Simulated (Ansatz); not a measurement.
# Zr2CO2 MXene monolayer in a perpendicular field

Aim: how the Zr2CO2 MXene monolayer screens a field along its normal, and what the field does to its bands. A positive field points along +c.

Program: Ansatz 0.2.0. Level of theory: plane-wave DFT, PBE-D3(BJ), Ansatz PAW. Results are calculated unless marked as measured.

## Step 1: Starting point

The cell holds 5 atoms: 2 O, 2 Zr and 1 C. Cell: a = 3.289 Å, b = 3.289 Å, c = 40.953 Å, α = 90.0°, β = 90.0°, γ = 120.0°. Vacuum lies along c.

## Step 2: Relaxing the slab

The starting cell is a guess, so the in-plane lattice and the atoms are relaxed first, with the slab cut off from its images along the normal.

The input, input.yaml:

```yaml
crystal:
  lattice:
    - [3.289, 0.0, 0.0]
    - [-1.6445, 2.848357553, 0.0]
    - [0.0, 0.0, 40.9529467957]
  atoms:
    - { symbol: O, position: [0.3333333333, 0.6666666667, 0.4395288107] }
    - { symbol: Zr, position: [0.6666666667, 0.3333333333, 0.4683111504] }
    - { symbol: C, position: [0.0, 0.0, 0.5] }
    - { symbol: Zr, position: [0.3333333333, 0.6666666667, 0.5316888496] }
    - { symbol: O, position: [0.6666666667, 0.3333333333, 0.5604711893] }
  periodic: [true, true, false]
kpoints:
  mp_grid: { grid: [12, 12, 1] }
hamiltonian:
  xc: pbe
  dispersion: d3bj
scf:
  occupations: { method: fermi_dirac, width: 0.05 }
  convergence: { dr2_threshold: 1.0e-09 }
relax:
  f_tol: 0.004
  max_steps: 90
  cell: {}
output:
  write_potential: true
  write_density: true
  volumetric_format: npy
```

Launch:

```console
$ ansatz run input.yaml --threads 2 --pin off --max-ram 3072MiB --backend cpu --events-out ev --progress --plain --runs-dir out
```

Numbers of over 12 decimals in the logs are rounded to 6 here.

What it wrote:

```text
Warning: relax.cell: scf.convergence.dr2_threshold = 1e-9 eV is looser than the 2.23622978781e-10 eV advised for a relaxation that steers and ends on the stress (1e-10 eV for each atom of the cell: 5, times the square of relax.cell.stress_2d_tol = 0.05 N/m over 15.0 Å (the atoms' height at the walk's start and 5 Å past either face), 3.344e-2 GPa, over a crystal's default 0.05). What an SCF threshold leaves in a stress goes as its square root, and in the free energy as the threshold itself, and one threshold admits the most on a small cell: [figures from the program's tests cut] Set scf.convergence.dr2_threshold to 2.23622978781e-10 eV or tighter. [rest of the remark cut]
Engine: ansatz 0.2.0, x86_64-unknown-linux-gnu
Pseudopotentials: kind: paw
Pseudopotential: O, paw, valence charge 6, recommended cutoff 420 eV (normal), O.paw.azcp
Pseudopotential: Zr, paw, valence charge 12, recommended cutoff 420 eV (normal), Zr.paw.azcp
Pseudopotential: C, paw, valence charge 4, recommended cutoff 420 eV (normal), C.paw.azcp
Functional definition: PBE
  parameter kappa = 0.804
  parameter beta = 0.066725
  exchange = pbe_x(kappa = kappa, mu = beta*pi^2/3)
  correlation = pbe_c(beta = beta)
Crystal: 5 atoms, lattice volume = 383.657 Å³
Basis set: ecut = 420 eV, 7625 PW (Γ), exchange–correlation on 48×48×576 points (8 copies of the dense FFT grid, shifted against one another)
Bands: 25, of which v1, the nominal top of the filled ones, is band 20 counted from 1 (19 counted from 0)
Symmetry: 12 space group operations
Space group: P-3m1 (ITA 164), of the structure as read, at distance tolerance 7.3e-5 Å
k-points: 19 of 144
Non-local potential: O, projectors of the file, l = 0: 2, l = 1: 2, l = 2: 1
Non-local potential: Zr, projectors of the file, l = 0: 3, l = 1: 2, l = 2: 2, l = 3: 2
Non-local potential: C, projectors of the file, l = 0: 2, l = 1: 2, l = 2: 1
PAW form: soft (Blöchl's): semilocal exchange-correlation on the pseudo side does not see the compensation charge
PAW one-centre angular grid: O, 110 points (default); XC on 64 Gauss nodes
PAW one-centre angular grid: Zr, 590 points (default); XC on 64 Gauss nodes
PAW one-centre angular grid: C, 110 points (default); XC on 64 Gauss nodes
Initial density: superposition of atomic densities (neutral atoms: chi_scale 0, normalization atom), corrected by the library's trained network
Initial wavefunctions: pseudopotential atomic-orbital guess
Functional: x = pbe(κ = 0.804, μ = 0.219515), c = pbe(β = 0.066725)
SCF iter   1: F=—  HF=-9759.728690 eV  |F-HF|=—  |Δ(HF+E_count)|=         —  Δρ=2.13e-3  dr2=2.29e-2  ethr=1.77e-3  ⟨swp⟩=11.1  Hψ=3379  notcnv=0
preconditioner: auto → Resta (q_TF=auto, 1.872 Å⁻¹)  ε∞=2.1  [insulator: Δε(μ)=0.760 eV  Ē_g=8.987 eV  σ=0.050 eV  W_gap=1.00  n_scr=24 (ndim 8)  ℏωp=9.3 eV  f_vac=0.805  D(μ)=0.00/eV (n_scr^D=0)  ε∞_Penn≈2.1  vacuum switching on, ρ_ref=5.9e-3 e/Å³]
SCF iter   2: F=—  HF=-9759.725420 eV  |F-HF|=—  |Δ(HF+E_count)|=   3.27e-3  Δρ=1.48e-3  dr2=9.15e-3  ethr=5.72e-5  ⟨swp⟩=3.2  Hψ=1238  notcnv=0  defer=10
SCF iter   3: F=—  HF=-9759.724696 eV  |F-HF|=—  |Δ(HF+E_count)|=   7.24e-4  Δρ=7.95e-4  dr2=3.37e-3  ethr=2.29e-5  ⟨swp⟩=2.9  Hψ=849  notcnv=0  defer=10
SCF iter   4: F=—  HF=-9759.724766 eV  |F-HF|=—  |Δ(HF+E_count)|=   6.93e-5  Δρ=3.33e-4  dr2=4.67e-4  ethr=8.42e-6  ⟨swp⟩=2.6  Hψ=734  notcnv=0  defer=10
SCF iter   5: F=—  HF=-9759.725110 eV  |F-HF|=—  |Δ(HF+E_count)|=   3.45e-4  Δρ=1.09e-4  dr2=4.43e-5  ethr=1.17e-6  ⟨swp⟩=2.9  Hψ=925  notcnv=0  defer=10
SCF iter   6: F=—  HF=-9759.725309 eV  |F-HF|=—  |Δ(HF+E_count)|=   1.99e-4  Δρ=3.05e-5  dr2=4.32e-6  ethr=1.11e-7  ⟨swp⟩=3.3  Hψ=958  notcnv=0  defer=10
SCF iter   7: F=—  HF=-9759.725316 eV  |F-HF|=—  |Δ(HF+E_count)|=   6.70e-6  Δρ=5.25e-6  dr2=1.24e-7  ethr=1.08e-8  ⟨swp⟩=3.5  Hψ=962  notcnv=0  defer=10
SCF iter   8: F=—  HF=-9759.725314 eV  |F-HF|=—  |Δ(HF+E_count)|=   1.76e-6  Δρ=1.19e-6  dr2=6.38e-9  ethr=3.09e-10  ⟨swp⟩=3.4  Hψ=1071  notcnv=0  defer=10
SCF iter   9: F=-9759.725314 eV  HF=-9759.725314 eV  |F-HF|=8.00e-11  |Δ(HF+E_count)|=  6.22e-10  Δρ=1.52e-7  dr2=7.45e-11  ethr=2.50e-12  ⟨swp⟩=13.7  Hψ=4370  notcnv=0
SCF 1 converged in 9 iterations: F = -9759.725314 eV  dr2 = 7.45e-11
  greatest PAW one-centre occupation: 0.995 electrons in one spin orbital (limit 2), on the Zr atom at site 3 (counted from 0), in its partial waves of l = 0
relax step   1: F+E_penalty+E_count = -9759.72531409 eV  Δ(F+E_penalty+E_count) = +0.000e0 eV  max|allowed force component| = 4.909e0 eV/Å  Δτ_max = 0.0000 Å  P = -4.155 N/m  Ω = 383.657 Å³  fix = [c, alpha, beta]  reactions: c -0.000 N/m  (9 SCF iters, accepted)
Crystal: 5 atoms, lattice volume = 383.815 Å³
Initial density: handed on by an earlier stage of this run
Initial wavefunctions: those handed on with the density
iter 1 solved again at ethr=1.96e-3 eV; its pass at ethr=3.10e-3 eV (dr2=7.84e-1 eV) is discarded
SCF iter   1: F=—  HF=-9760.748928 eV  |F-HF|=—  |Δ(HF+E_count)|=         —  Δρ=1.31e-2  dr2=7.90e-1  ethr=1.96e-3  ⟨swp⟩=1.2  Hψ=4453  notcnv=0
preconditioner: auto → Resta (q_TF=auto, 1.872 Å⁻¹)  ε∞=1.9  [insulator: Δε(μ)=0.692 eV  Ē_g=9.571 eV  σ=0.050 eV  W_gap=1.00  n_scr=24 (ndim 8)  ℏωp=9.3 eV  f_vac=0.800  D(μ)=0.00/eV (n_scr^D=0)  ε∞_Penn≈1.9  vacuum switching on, ρ_ref=6.6e-3 e/Å³]
SCF iter   2: F=—  HF=-9760.514146 eV  |F-HF|=—  |Δ(HF+E_count)|=   2.35e-1  Δρ=4.99e-3  dr2=1.46e-1  ethr=1.96e-3  ⟨swp⟩=3.2  Hψ=932  notcnv=0
SCF iter   3: F=—  HF=-9760.501065 eV  |F-HF|=—  |Δ(HF+E_count)|=   1.31e-2  Δρ=4.56e-3  dr2=9.05e-2  ethr=3.64e-4  ⟨swp⟩=4.6  Hψ=1162  notcnv=0  defer=1
SCF iter   4: F=—  HF=-9760.485666 eV  |F-HF|=—  |Δ(HF+E_count)|=   1.54e-2  Δρ=1.18e-3  dr2=3.95e-3  ethr=2.26e-4  ⟨swp⟩=2.8  Hψ=942  notcnv=0
SCF iter   5: F=—  HF=-9760.486623 eV  |F-HF|=—  |Δ(HF+E_count)|=   9.58e-4  Δρ=7.23e-4  dr2=2.10e-3  ethr=9.88e-6  ⟨swp⟩=3.4  Hψ=1153  notcnv=0
SCF iter   6: F=—  HF=-9760.486336 eV  |F-HF|=—  |Δ(HF+E_count)|=   2.87e-4  Δρ=2.26e-4  dr2=1.16e-4  ethr=5.25e-6  ⟨swp⟩=2.7  Hψ=764  notcnv=0
SCF iter   7: F=—  HF=-9760.486344 eV  |F-HF|=—  |Δ(HF+E_count)|=   8.58e-6  Δρ=1.16e-4  dr2=4.41e-5  ethr=2.89e-7  ⟨swp⟩=3.2  Hψ=1084  notcnv=0
SCF iter   8: F=—  HF=-9760.486375 eV  |F-HF|=—  |Δ(HF+E_count)|=   3.07e-5  Δρ=4.02e-5  dr2=4.41e-6  ethr=1.10e-7  ⟨swp⟩=3.0  Hψ=890  notcnv=0
SCF iter   9: F=—  HF=-9760.486367 eV  |F-HF|=—  |Δ(HF+E_count)|=   8.37e-6  Δρ=1.09e-5  dr2=3.95e-7  ethr=1.10e-8  ⟨swp⟩=2.5  Hψ=929  notcnv=0
SCF iter  10: F=—  HF=-9760.486368 eV  |F-HF|=—  |Δ(HF+E_count)|=   9.72e-7  Δρ=7.45e-7  dr2=2.18e-9  ethr=9.89e-10  ⟨swp⟩=3.2  Hψ=878  notcnv=0
[...]
SCF iter   3: F=—  HF=-9760.606246 eV  |F-HF|=—  |Δ(HF+E_count)|=   8.90e-3  Δρ=2.91e-3  dr2=3.38e-2  ethr=2.14e-4  ⟨swp⟩=3.0  Hψ=1097  notcnv=0  defer=2
SCF iter   4: F=—  HF=-9760.602025 eV  |F-HF|=—  |Δ(HF+E_count)|=   4.22e-3  Δρ=6.36e-4  dr2=8.79e-4  ethr=8.46e-5  ⟨swp⟩=2.6  Hψ=832  notcnv=0  defer=2
SCF iter   5: F=—  HF=-9760.602264 eV  |F-HF|=—  |Δ(HF+E_count)|=   2.39e-4  Δρ=2.87e-4  dr2=4.12e-4  ethr=2.20e-6  ⟨swp⟩=3.3  Hψ=1076  notcnv=0  defer=2
SCF iter   6: F=—  HF=-9760.602182 eV  |F-HF|=—  |Δ(HF+E_count)|=   8.26e-5  Δρ=9.01e-5  dr2=1.68e-5  ethr=1.03e-6  ⟨swp⟩=2.7  Hψ=750  notcnv=0  defer=2
SCF iter   7: F=—  HF=-9760.602219 eV  |F-HF|=—  |Δ(HF+E_count)|=   3.67e-5  Δρ=2.16e-5  dr2=1.38e-6  ethr=4.19e-8  ⟨swp⟩=3.6  Hψ=1095  notcnv=0  defer=2
SCF iter   8: F=—  HF=-9760.602212 eV  |F-HF|=—  |Δ(HF+E_count)|=   6.52e-6  Δρ=3.67e-6  dr2=3.79e-8  ethr=3.46e-9  ⟨swp⟩=3.6  Hψ=1045  notcnv=0  defer=2
SCF iter   9: F=—  HF=-9760.602212 eV  |F-HF|=—  |Δ(HF+E_count)|=   3.59e-8  Δρ=9.04e-7  dr2=1.50e-9  ethr=9.46e-11  ⟨swp⟩=3.6  Hψ=1044  notcnv=0  defer=2
SCF iter  10: F=-9760.602212 eV  HF=-9760.602212 eV  |F-HF|=1.58e-10  |Δ(HF+E_count)|=   2.41e-9  Δρ=1.22e-7  dr2=6.25e-11  ethr=2.50e-12  ⟨swp⟩=12.1  Hψ=3854  notcnv=0
SCF 3 converged in 10 iterations: F = -9760.602212 eV  dr2 = 6.25e-11
relax step   3: F+E_penalty+E_count = -9760.60221205 eV  Δ(F+E_penalty+E_count) = -1.158e-1 eV  max|allowed force component| = 3.846e-1 eV/Å  Δτ_max = 0.1440 Å  P = -4.353 N/m  Ω = 397.671 Å³  energy of the carried Pulay correction = -6.430e-3 eV  fix = [c, alpha, beta]  reactions: c -0.000 N/m  (10 SCF iters, accepted)
[...]
relax step   4: F+E_penalty+E_count = -9760.69357705 eV  Δ(F+E_penalty+E_count) = -9.136e-2 eV  max|allowed force component| = 1.160e-1 eV/Å  Δτ_max = 0.0965 Å  P = +0.174 N/m  Ω = 383.231 Å³  energy of the carried Pulay correction = +1.991e-4 eV  fix = [c, alpha, beta]  reactions: c +0.000 N/m  (9 SCF iters, accepted)
[...]
relax step   5: F+E_penalty+E_count = -9760.69415702 eV  Δ(F+E_penalty+E_count) = -5.800e-4 eV  max|allowed force component| = 2.846e-3 eV/Å  Δτ_max = 0.0069 Å  P = +0.066 N/m  Ω = 383.953 Å³  energy of the carried Pulay correction = -1.379e-4 eV  fix = [c, alpha, beta]  reactions: c +0.000 N/m  (8 SCF iters, accepted)
[...]
relax step   6: F+E_penalty+E_count = -9760.69409081 eV  Δ(F+E_penalty+E_count) = +6.621e-5 eV  max|allowed force component| = 6.647e-4 eV/Å  Δτ_max = 0.0008 Å  P = +0.000 N/m  Ω = 384.116 Å³  energy of the carried Pulay correction = -2.140e-4 eV  fix = [c, alpha, beta]  reactions: c +0.000 N/m  (6 SCF iters, accepted)
Initial wavefunctions: pseudopotential atomic-orbital guess (no wavefunctions were taken with the density)
iter 1 solved again at ethr=3.33e-8 eV; its pass at ethr=3.10e-3 eV (dr2=1.33e-5 eV) is discarded
SCF iter   1: F=—  HF=-9760.694149 eV  |F-HF|=—  |Δ(HF+E_count)|=         —  Δρ=1.02e-5  dr2=1.46e-8  ethr=3.33e-8  ⟨swp⟩=7.7  Hψ=5959  notcnv=0
preconditioner: auto → Resta (q_TF=auto, 1.871 Å⁻¹)  ε∞=1.9  [insulator: Δε(μ)=0.950 eV  Ē_g=9.550 eV  σ=0.050 eV  W_gap=1.00  n_scr=24 (ndim 8)  ℏωp=9.3 eV  f_vac=0.810  D(μ)=0.00/eV (n_scr^D=0)  ε∞_Penn≈1.9  vacuum switching on, ρ_ref=6.6e-3 e/Å³]
SCF iter   2: F=—  HF=-9760.694260 eV  |F-HF|=—  |Δ(HF+E_count)|=   1.11e-4  Δρ=5.06e-6  dr2=4.02e-9  ethr=3.65e-11  ⟨swp⟩=4.7  Hψ=1483  notcnv=0
SCF iter   3: F=—  HF=-9760.694317 eV  |F-HF|=—  |Δ(HF+E_count)|=   5.70e-5  Δρ=1.24e-6  dr2=3.15e-9  ethr=1.01e-11  ⟨swp⟩=4.2  Hψ=1042  notcnv=0
SCF iter   4: F=-9760.694323 eV  HF=-9760.694322 eV  |F-HF|=2.87e-7  |Δ(HF+E_count)|=   5.50e-6  Δρ=2.35e-7  dr2=1.64e-10  ethr=2.50e-12  ⟨swp⟩=15.5  Hψ=4631  notcnv=0
SCF 7 converged in 4 iterations: F = -9760.694323 eV  dr2 = 1.64e-10
relax step   7: F+E_penalty+E_count = -9760.69432275 eV  Δ(F+E_penalty+E_count) = -2.319e-4 eV  max|allowed force component| = 7.030e-4 eV/Å  Δτ_max = 0.0000 Å  P = +0.012 N/m  Ω = 384.116 Å³  fix = [c, alpha, beta]  reactions: c +0.000 N/m  stress off target by 1.20e-2 N/m on what of the cell is left free  SCF on the basis re-selected at this cell (its energy is not comparable with the rows above)  (4 SCF iters)
basis re-selected at this cell: Δ(F+E_penalty+E_count) = -2.319e-4 eV, ΔP = +0.012 N/m vs the last step (what re-selecting the basis moved, of the pressure what is left beyond the Pulay correction that the steps carried, after the strain that the cell walked since its last selection, with what the two solves' SCF thresholds leave and, on support functions, any second-order correction that the steps lacked; it is no m [...]
WARN: The output density's exchange-correlation potential varies sharply where the density is thin. Do not read a vacuum level from v_tot or v_xc, or from such a field of the output density. On a cell that repeats whose density bears no net charge and no dipole along the vacuum's axis use v_es (v_loc + v_h of the components); under efield.dipole_correction with no amplitude use v_es + v_field, which holds any externa [...]
SCF converged after 4 iterations
Free energy (F): -9760.694323 eV
Harris-Foulkes:  -9760.694322 eV  (|F-HF|=2.87e-7)
Internal energy: -9760.694319 eV  (E = F + TS)
E sigma→0 (E₀):  -9760.694321 eV
Entropy (-TS):   -0.000004 eV (-0.001 meV/atom)
Fermi energy:    -4.929073 eV
--- Per-component energies (eV) ---
  E_band       = -884.289435
  E_kinetic    = 1108.997893
  E_local      = -129180.283395  (includes V_loc(G=0)·N_el)
  E_nonlocal   = 275.555925
  E_hartree    = 63890.438111
  E_xc         = -522.611373
  E_vxc        = -634.398192  (∫ρ·V_xc dr)
  E_paw        = -6320.558621  (= ΣΔE_a)
  E_vpaw       = -235.043781  (= ΣTr[D̂ρ^β])
  E_aug_tail   = 0.004967  (compensation charges beyond the density's cutoff)
  E_ewald      = 60988.814971
  E_disp       = -1.052798  (pairwise vdW)
  E_smearing   = -0.000004  (= −TS)
  E_closure    = -0.000000  (closes the sum)
  Σ components = -9760.694323   (vs F -9760.694323, Δ=0.00e0)
--- Forces (eV/Å), atoms counted from 1 ---
  atom   1  O      0.00000000     0.00000000    -0.00007733
  atom   2  Zr     0.00000000     0.00000000    -0.00070299
  atom   3  C     -0.00000000    -0.00000000     0.00000000
  atom   4  Zr     0.00000000    -0.00000000     0.00070299
  atom   5  O     -0.00000000    -0.00000000     0.00007733
  max |Σ_I F_I| component: 9.25e-18 eV/Å
--- 2D stress c σ (N/m, compression-positive) ---
        0.012030       0.000000       0.000000
        0.000000       0.012030       0.000000
        0.000000       0.000000       0.000000
  P = ½ c Tr σ = 0.0120 N/m
--- Band table (eV; the first three rows and the last of 19) ---
  k-point 0: bands = [... 16 lower, -9.5416, -6.5698, -5.3792, -5.3792, -3.5129, -3.5129, -3.0907, -2.0911, ... 1 higher]
  k-point 1: bands = [... 16 lower, -9.4290, -6.4448, -5.9210, -5.6368, -3.5233, -3.1921, -2.9866, -2.0514, ... 1 higher]
  k-point 2: bands = [... 16 lower, -9.1912, -6.9147, -6.2855, -6.0677, -3.8435, -2.6631, -2.5442, -1.7993, ... 1 higher]
  k-point 18: bands = [... 16 lower, -9.0088, -7.6591, -7.6332, -7.6332, -3.2063, -2.2778, -2.2778, -1.4564, ... 1 higher]
  the weakly bound empty levels are not read free of the cell's end (no_gap_told)
--- Relaxed structure (6 steps of the walk, 6 accepted, 1 SCFs on fresh bases) ---
  F+E_penalty+E_count = -9760.69432275 eV   max|allowed force component| = 7.030e-4 eV/Å   (the final SCF, on the basis selected at the relaxed cell)
  cell:  # Å, volume = 384.1156 Å³
    - [3.290964, 0.0, 0]
    - [-1.645482, 2.850058, 0]
    - [0, 0, 40.9529467957]
  atoms:
    - { symbol: O, position: [0.333333, 0.666667, 0.443375] }
    - { symbol: Zr, position: [0.666667, 0.333333, 0.465950] }
    - { symbol: C, position: [0, 0, 0.500000] }
    - { symbol: Zr, position: [0.333333, 0.666667, 0.534050] }
    - { symbol: O, position: [0.666667, 0.333333, 0.556625] }
```

Wall time 25 s (2 threads of Intel Xeon 6975P-C (Granite Rapids), shared host); peak memory 0.73 GiB; 48 s of CPU time.

The steps of the relaxation:

| step | energy less that of the first step (eV) | largest force component (eV/Å) | volume (Å³) |
| --- | --- | --- | --- |
| 1 | 0.0000 | 4.9089 | 383.66 |
| 2 | -0.7611 | 2.2770 | 383.81 |
| 3 | -0.8769 | 0.3846 | 397.67 |
| 4 | -0.9683 | 0.1160 | 383.23 |
| 5 | -0.9688 | 0.0028 | 383.95 |
| 6 | -0.9688 | 0.0007 | 384.12 |
| 7* | -0.9690 | 0.0007 | 384.12 |

Relaxation steps marked * repeat the geometry before them on a plane-wave basis chosen anew for their cell, so energy and pressure can jump there.

Forces are held to the 12 operations that the run works with; a distortion that breaks them can't arise in this run.

| cell as run | before | after | change |
| --- | --- | --- | --- |
| a (Å) | 3.289 | 3.291 | +0.1 % |
| b (Å) | 3.289 | 3.291 | +0.1 % |

The atoms that moved most (Å, along periodic axes as changes of fractional coordinates times the final cell, across vacuum about the mean position):

| atom | dx | dy | dz | length |
| --- | --- | --- | --- | --- |
| O5 | 0.000 | 0.000 | -0.157 | 0.157 |
| O1 | 0.000 | 0.000 | 0.157 | 0.157 |
| Zr2 | 0.000 | 0.000 | -0.097 | 0.097 |
| Zr4 | 0.000 | 0.000 | 0.097 | 0.097 |

The relaxed structure:

```xyz
5
Lattice="3.2910 0.0000 0.0000 -1.6455 2.8501 0.0000 0.0000 0.0000 40.9529" Properties=species:S:1:pos:R:3
O     0.0000    1.9000   18.1575
Zr    1.6455    0.9500   19.0820
C     0.0000    0.0000   20.4765
Zr    0.0000    1.9000   21.8709
O     1.6455    0.9500   22.7955
```

The lattice constant a goes from 3.289 to 3.291 Å.

(Continued in part 2 of 2.)

[Logs are printed without paths, hosts, clocks, repeated set-up lines and the standing remarks that a program may print on its own settings, such as how far it seeks lower states.]

[Hosts, paths, dates, database ids (printed as entryN), source tags and the programs' standing remarks are cut or masked in the printed files.]

[Maps of the electrostatic potential energy from Ansatz leave out the sawtooth potential of an applied field or a dipole correction, so their vacuum need not be flat; planar profiles and work functions include it.]
